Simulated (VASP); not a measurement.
# GaP (F-43m) in VASP: a series of runs

Aim: see how the results for GaP move with the level of theory and the settings. Levels: PBE, LDA. Tasks: relaxation of the atoms, relaxation of cell and atoms.

Everything below comes from runs of VASP 6.6.1. Logs are shortened: lines on timing, memory, paths and dates and some standing lists are left out, and cuts for length are marked.

**1. The crystal as given**

The structure is cubic, space group F-43m (No. 216). Conventional cell: a = 5.451 Å, b = 5.451 Å, c = 5.451 Å, α = 90.00°, β = 90.00°, γ = 90.00°. Around Ga (site symmetry -43m) lie 4 P at 2.36 Å. P (site symmetry -43m) is surrounded by 4 Ga at 2.36 Å.

**2. Relaxation of the atoms, PBE (a relaxed cell with its volume scaled by 1.06)**

INCAR reads:

```
ALGO = Normal
EDIFF = 1E-7
EDIFFG = -0.01
ENCUT = 300
GGA = PE
IBRION = 2
ISIF = 2
ISMEAR = 0
LASPH = True
LCHARG = False
LREAL = False
LWAVE = False
NELM = 80
NSW = 40
PREC = Accurate
SIGMA = 0.03
```

KPOINTS reads:

```
k-points
0
Gamma
  4 4 4
```

POSCAR reads:

```
GaP                                     
1.0
    0.0000000000      2.8238984651      2.8238984651
    2.8238984651      0.0000000000      2.8238984651
    2.8238984651      2.8238984651      0.0000000000
  Ga              P             
     1     1
Direct
     0.0000000000000000    0.0000000000000000    0.0000000000000000
     0.2500000000000000    0.2500000000000000    0.2500000000000000
```

Potentials or basis: VASP PAW PBE potentials, release 64 (Ga, P).

The run is started by

```bash
cat potpaw_PBE.64/Ga/POTCAR potpaw_PBE.64/P/POTCAR > POTCAR
mpirun -np 1 vasp_std > vasp.out
```

OUTCAR:

```text
EDIFF = 1E-7
   EDIFFG = -0.01
   ENCUT = 300
   GGA = PE
   IBRION = 2
   ISIF = 2
   ISMEAR = 0
   LASPH = True
   LREAL = False
   NELM = 80
   NSW = 40
   PREC = Accurate

 ion  position               nearest neighbor table
   1  0.000  0.000  0.000-   2 2.45   2 2.45   2 2.45   2 2.45
   2  0.250  0.250  0.250-   1 2.45   1 2.45   1 2.45   1 2.45

  LATTYP: Found a face centered cubic cell.
 ALAT       =     5.6477969302

  Lattice vectors:

 A1 = (   0.0000000000,   2.8238984651,   2.8238984651)
 A2 = (   2.8238984651,   0.0000000000,   2.8238984651)
 A3 = (   2.8238984651,   2.8238984651,   0.0000000000)

Analysis of symmetry for initial positions (statically):
=====================================================================
 Subroutine PRICEL returns:
 Original cell was already a primitive cell.

 Routine SETGRP: Setting up the symmetry group for a
 face centered cubic supercell.

 Subroutine GETGRP returns: Found 24 space group operations
 (whereof 24 operations were pure point group operations)
 out of a pool of 48 trial point group operations.

The static configuration has the point symmetry T_d .

Analysis of symmetry for dynamics (positions and initial velocities):
=====================================================================
 Subroutine PRICEL returns:
 Original cell was already a primitive cell.

 Routine SETGRP: Setting up the symmetry group for a
 face centered cubic supercell.

 Subroutine GETGRP returns: Found 24 space group operations
 (whereof 24 operations were pure point group operations)
 out of a pool of 48 trial point group operations.

The dynamic configuration has the point symmetry T_d .

 Subroutine INISYM returns: Found 24 space group operations
 (whereof 24 operations are pure point group operations),
 and found     1 'primitive' translations

----------------------------------------------------------------------------------------

                                     Primitive cell

  volume of cell :      45.0378

  direct lattice vectors                    reciprocal lattice vectors
     0.000000000  2.823898465  2.823898465    -0.177060190  0.177060190  0.177060190
     2.823898465  0.000000000  2.823898465     0.177060190 -0.177060190  0.177060190
     2.823898465  2.823898465  0.000000000     0.177060190  0.177060190 -0.177060190

  length of vectors
     3.993595508  3.993595508  3.993595508     0.306677246  0.306677246  0.306677246

  position of ions in fractional coordinates (direct lattice)
     0.000000000  0.000000000  0.000000000
     0.250000000  0.250000000  0.250000000

  ion indices of the primitive-cell ions
   primitive index   ion index
                 1           1
                 2           2

----------------------------------------------------------------------------------------

 KPOINTS: k-points

Automatic generation of k-mesh.
 Grid dimensions read from file:
 generate k-points for:    4    4    4

 Generating k-lattice:

  Cartesian coordinates                     Fractional coordinates (reciprocal lattice)
    -0.044265048  0.044265048  0.044265048     0.250000000  0.000000000  0.000000000
     0.044265048 -0.044265048  0.044265048     0.000000000  0.250000000  0.000000000
     0.044265048  0.044265048 -0.044265048     0.000000000  0.000000000  0.250000000

  Length of vectors
     0.076669311  0.076669311  0.076669311

  Shift w.r.t. Gamma in fractional coordinates (k-lattice)
     0.000000000  0.000000000  0.000000000

 Subroutine IBZKPT returns following result:
 ===========================================

 Found      8 irreducible k-points:

 Following reciprocal coordinates:
            Coordinates               Weight
  0.000000  0.000000  0.000000      1.000000
  0.250000  0.000000  0.000000      8.000000
  0.500000  0.000000  0.000000      4.000000
  0.250000  0.250000  0.000000      6.000000
  0.500000  0.250000  0.000000     24.000000
 -0.250000  0.250000  0.000000     12.000000
  0.500000  0.500000  0.000000      3.000000
 -0.250000  0.500000  0.250000      6.000000
   k-points           NKPTS =      8   k-points in BZ     NKDIM =      8   number of bands    NBANDS=      8
   number of dos      NEDOS =    301   number of ions     NIONS =      2
   total plane-waves  NPLWV =  13824
   dimension x,y,z NGX =    24 NGY =   24 NGZ =   24
   dimension x,y,z NGXF=    48 NGYF=   48 NGZF=   48
   ions per type =               1   1
   NGX,Y,Z   is equivalent  to a cutoff of   9.99,  9.99,  9.99 a.u.
   NGXF,Y,Z  is equivalent  to a cutoff of  19.98, 19.98, 19.98 a.u.
 SYSTEM =  unknown system
   PREC   = accura    normal or accurate (medium, high low for compatibility)
   ISTART =      0    job   : 0-new  1-cont  2-samecut
   ICHARG =      2    charge: 1-file 2-atom 10-const
   ISPIN  =      1    spin polarized calculation?
   LNONCOLLINEAR =      F non collinear calculations
   LSORBIT =      F    spin-orbit coupling
   LASPH  =      T    aspherical Exc in radial PAW
   ENCUT  =  300.0 eV  22.05 Ry    4.70 a.u.   5.64  5.64  5.64*2*pi/ulx,y,z
   NELM   =     80;   NELMIN=  2; NELMDL= -5     # of ELM steps
   EDIFF  = 0.1E-06   stopping-criterion for ELM
   LREAL  =      F    real-space projection
   EDIFFG = -.1E-01   stopping-criterion for IOM
   NSW    =     40    number of steps for IOM
   IBRION =      2    ionic relax: 0-MD 1-quasi-New 2-CG
   NFREE  =      1    steps in history (QN), initial steepest desc. (CG)
   ISIF   =      2    stress and relaxation
   ISYM   =      2    0-nonsym 1-usesym 2-fastsym
   POTIM  = 0.5000    time-step for ionic-motion
   TEBEG  =    0.0;   TEEND  =   0.0 temperature during run
   PSTRESS=    0.0 pullay stress
   NELECT =       8.0000    total number of electrons
   NUPDOWN=      -1.0000    fix difference up-down
   EMIN   =  10.00;   EMAX   =-10.00  energy-range for DOS
   EFERMI =   0.00;   METHOD = LEGACY
   ISMEAR =     0;   SIGMA  =   0.03  broadening in eV -4-tet -1-fermi 0-gaus
   EFERMI_NEDOS =   21; number of points for ismear=-14 and -15
   IALGO  =     38    algorithm
   IMIX   =      4    mixing-type and parameters
     AMIX     =   0.40;   BMIX     =  1.00
     AMIX_MAG =   1.60;   BMIX_MAG =  1.00
  volume/ion in A,a.u.               =      22.52       151.97
  Fermi-wavevector in a.u.,A,eV,Ry     =   0.920264  1.739047 11.522580  0.846886
  Thomas-Fermi vector in A             =   2.045550
   LORBIT       =      0    0 simple, 1 ext, 2 COOP (PROOUT), +10 PAW based schemes
   GGA     = PE    functional components
   LHFCALC =     F    Hartree Fock is set to
   AEXX    =    0.0000 exact exchange contribution
   IVDW    =     0    specifies the selected vdW correction
   LEPSILON=     F    determine dielectric tensor
   LRPA    =     F    only Hartree local field effects (RPA)
 conjugate gradient relaxation of ions
 non-spin polarized calculation
 Gauss-broadening in eV      SIGMA  =   0.03
  energy-cutoff  :      300.00
  volume of cell :       45.04
 maximum number of plane-waves:       544
 NGX is ok and might be reduce to    24
   NGX = 11   NGY = 11   NGZ = 11

 number of electron       7.9999998 magnetization

 Free energy of the ion-electron system (eV)
  ---------------------------------------------------
  ext. energy  EPLUGINS =         0.00000000
  ---------------------------------------------------
  free energy    TOTEN  =        -8.93641429 eV

  energy without entropy =       -8.93641429  energy(sigma->0) =       -8.93641429

 E-fermi :   2.6475     XC(G=0):  -8.9267

 val. band max:        2.4794165063   @ k =   0.0000   0.0000   0.0000
 cond. band min:       3.4859438126   @ k =   0.0000   0.0000   0.0000
 fundamental gap:      1.0065273064
 Fermi energy:         2.6474872365

 k-point     1 :       0.0000    0.0000    0.0000
  band No.  band energies     occupation
      1      -9.2433      2.00000
      2       2.4794      2.00000
      3       2.4794      2.00000
      4       2.4794      2.00000
      5       3.4859      0.00000
      6       6.3829      0.00000
      7       6.3829      0.00000
      8       6.3829      0.00000

 k-point     2 :       0.2500    0.0000    0.0000
  band No.  band energies     occupation
      1      -8.6058      2.00000
      2      -1.1989      2.00000
      3       1.9116      2.00000
      4       1.9116      2.00000
      5       4.2781      0.00000
      6       7.1626      0.00000
      7       7.1626      0.00000
      8       8.3352      0.00000

 k-point     3 :       0.5000    0.0000    0.0000
  band No.  band energies     occupation
      1      -7.5913      2.00000
      2      -3.5801      2.00000
      3       1.5106      2.00000
      4       1.5106      2.00000
      5       3.8500      0.00000
      6       7.2085      0.00000
      7       7.2085      0.00000
      8      10.5150      0.00000

 k-point     4 :       0.2500    0.2500    0.0000
  band No.  band energies     occupation
      1      -8.3809      2.00000
      2      -1.1550      2.00000
      3       1.0318      2.00000
      4       1.0318      2.00000
      5       4.7329      0.00000
      6       5.9417      0.00000
      7       8.9330      0.00000
      8       8.9330      0.00000

 k-point     5 :       0.5000    0.2500    0.0000
  band No.  band energies     occupation
      1      -7.3017      2.00000
      2      -3.2496      2.00000
      3      -0.3555      2.00000
      4       0.7218      2.00000
      5       4.9430      0.00000
      6       7.1362      0.00000
      7       8.8358      0.00000
      8       9.3100      0.00000

 k-point     6 :      -0.2500    0.2500    0.0000
  band No.  band energies     occupation
      1      -7.7064      2.00000
      2      -2.6395      2.00000
      3      -0.4747      2.00000
      4       1.4421      2.00000
      5       5.4234      0.00000
      6       7.9398      0.00000
      7       8.1597      0.00000
      8       8.4397      0.00000

 k-point     7 :       0.5000    0.5000    0.0000
  band No.  band energies     occupation
      1      -6.8429      2.00000
      2      -3.8000      2.00000
      3       0.1515      2.00000
      4       0.1515      2.00000
      5       4.3235      0.00000
      6       4.3713      0.00000
      7      12.3061      0.00000
      8      12.3061      0.00000

 k-point     8 :      -0.2500    0.5000    0.2500
  band No.  band energies     occupation
      1      -6.7948      2.00000
      2      -3.6238      2.00000
      3      -0.6330      2.00000
      4      -0.4542      2.00000
      5       6.8967      0.00000
      6       7.1580      0.00000
      7       8.2642      0.00000
      8       8.6597      0.00000

------------------------ aborting loop because EDIFF is reached ----------------------------------------

  FORCE on cell =-STRESS in cart. coord.  units (eV):
  Direction    XX          YY          ZZ          XY          YZ          ZX
  --------------------------------------------------------------------------------------
  -------------------------------------------------------------------------------------
  Total       -1.1311582     -1.1311582     -1.1311582      0.0000000      0.0000000      0.0000000
  in kB      -40.2398808    -40.2398808    -40.2398808      0.0000000      0.0000000      0.0000000
  external PRESSURE =     -40.2398808 kB  Pullay stress =       0.0000000 kB

 VOLUME and BASIS-vectors are now :
 -----------------------------------------------------------------------------
  energy-cutoff  :      300.00
  volume of cell :       45.04
      direct lattice vectors                 reciprocal lattice vectors
     0.000000000  2.823898465  2.823898465    -0.177060190  0.177060190  0.177060190
     2.823898465  0.000000000  2.823898465     0.177060190 -0.177060190  0.177060190
     2.823898465  2.823898465  0.000000000     0.177060190  0.177060190 -0.177060190

 POSITION                                       TOTAL-FORCE (eV/Angst)
 -----------------------------------------------------------------------------------
      0.00000      0.00000      0.00000        -0.000000     -0.000000     -0.000000
      1.41195      1.41195      1.41195         0.000000      0.000000      0.000000
 -----------------------------------------------------------------------------------
    total drift:                               -0.000000     -0.000000     -0.000000

  FREE ENERGIE OF THE ION-ELECTRON SYSTEM (eV)
  ---------------------------------------------------
  free  energy   TOTEN  =        -8.9364142858 eV

  energy  without entropy=       -8.9364142858  energy(sigma->0) =       -8.93641429

 reached required accuracy - stopping structural energy minimisation
```

It took 2 s on 1 thread of Intel Xeon 6975P-C (Granite Rapids), shared host; peak memory 0.13 GiB.

What came out:

| Item | Value |
| --- | --- |
| Free energy | -8.9364 eV |
| Pressure after relaxing | -4.0 GPa |
| Band gap on the k mesh | 1.01 eV, direct |

Final structure:
```cif
data_structure
_symmetry_space_group_name_H-M 'P 1'
_symmetry_Int_Tables_number 1
_cell_length_a 3.9936
_cell_length_b 3.9936
_cell_length_c 3.9936
_cell_angle_alpha 60.000
_cell_angle_beta 60.000
_cell_angle_gamma 60.000
_cell_volume 45.04
loop_
_atom_site_label
_atom_site_type_symbol
_atom_site_fract_x
_atom_site_fract_y
_atom_site_fract_z
_atom_site_occupancy
Ga1 Ga 0.00000 0.00000 0.00000 1
P1 P 0.25000 0.25000 0.25000 1
```

Caveat: the k mesh is coarse (spacing up to 0.48 Å⁻¹), so the values aren't converged; the cutoff is under 1.25 times the usual one of these potentials, so pressure, stress and relaxed cells hold a basis-set (Pulay) error; the relaxation stopped at its first step, so nothing moved.

**3. Relaxation of cell and atoms, LDA**

INCAR reads:

```
SYSTEM = GaP
ALGO     = Normal         ! electronic algorithm
EDIFF    = 1E-6           ! SCF threshold, eV
EDIFFG   = -0.01          ! ionic threshold
ENCUT    = 600            ! plane-wave cutoff, eV
GGA      = CA             ! functional
IBRION   = 2              ! ionic algorithm
ISIF     = 3              ! what is computed and relaxed
ISMEAR   = 0              ! smearing method
LASPH    = .True.         ! aspherical terms in the spheres
LCHARG   = .False.        ! write CHGCAR
LREAL    = .False.        ! projectors in reciprocal space
LWAVE    = .False.        ! write WAVECAR
NELM     = 80             ! most SCF steps
NSW      = 90             ! ionic steps
PREC     = Accurate       ! precision mode
SIGMA    = 0.03           ! smearing width, eV
```

KPOINTS reads:

```
k-points
0
Gamma
  8 8 8
  0 0 0
```

POSCAR reads:

```
GaP
1.0
    0.0000000000      2.7252500000      2.7252500000
    2.7252500000      0.0000000000      2.7252500000
    2.7252500000      2.7252500000      0.0000000000
Ga P
1 1
Direct
    0.0000000000      0.0000000000      0.0000000000
    0.2500000000      0.2500000000      0.2500000000
```

Potentials or basis: VASP PAW LDA potentials, release 64 (Ga_d, P).

The run is started by

```bash
cat potpaw_LDA.64/Ga_d/POTCAR potpaw_LDA.64/P/POTCAR > POTCAR
mpirun -np 1 vasp_std > vasp.out
```

Wall time 18 s (1 thread of AMD EPYC 9R45 (Zen 5), shared host); peak memory 0.14 GiB.

The run converged. Its results:

| Item | Value |
| --- | --- |
| Free energy | -10.4511 eV |
| Relaxed volume | 19.61 Å³/atom |
| Relaxed cell | a = 3.814 Å, b = 3.814 Å, c = 3.814 Å, α = 60.00°, β = 60.00°, γ = 60.00° |
| Space group after relaxing (to 0.05 Å) | F-43m (No. 216) |
| Energy gained by relaxing | 5.4 meV/atom |
| Ionic steps | 3 |
| Pressure after relaxing | -0.1 GPa |
| Band gap on the k mesh | 1.43 eV, indirect (least direct gap 1.90 eV) |

Step by step:
```
step  energy change (eV)  largest force (eV/Å)  pressure (GPa)  volume (Å³)
   1              0.0000                0.0000           -2.68        40.48
   2             -0.0073                0.0000            1.68        38.53
   3             -0.0108                0.0000           -0.07        39.22
```

Final structure:
```
Ga P
1.0
     0.00000    2.69669    2.69669
     2.69669    0.00000    2.69669
     2.69669    2.69669    0.00000
Ga P
1 1
Direct
  0.00000 0.00000 0.00000
  0.25000 0.25000 0.25000
```

Levels at points of the mesh, in eV from the valence-band top:
```csv
k point,band 6,band 7,band 8,band 9,band 10,band 11,band 12,band 13
"(0.00, 0.00, 0.00)",-12.75,0.00,0.00,0.00,1.90,3.78,3.78,3.78
"(0.50, 0.00, 0.00)",-10.56,-6.89,-1.18,-1.18,1.61,4.62,4.62,8.11
"(0.50, 0.50, 0.00)",-9.60,-6.99,-2.82,-2.82,1.43,1.65,10.69,10.69
```

A k mesh can miss the band edges. Zero-point motion and thermal expansion aren't in these numbers.
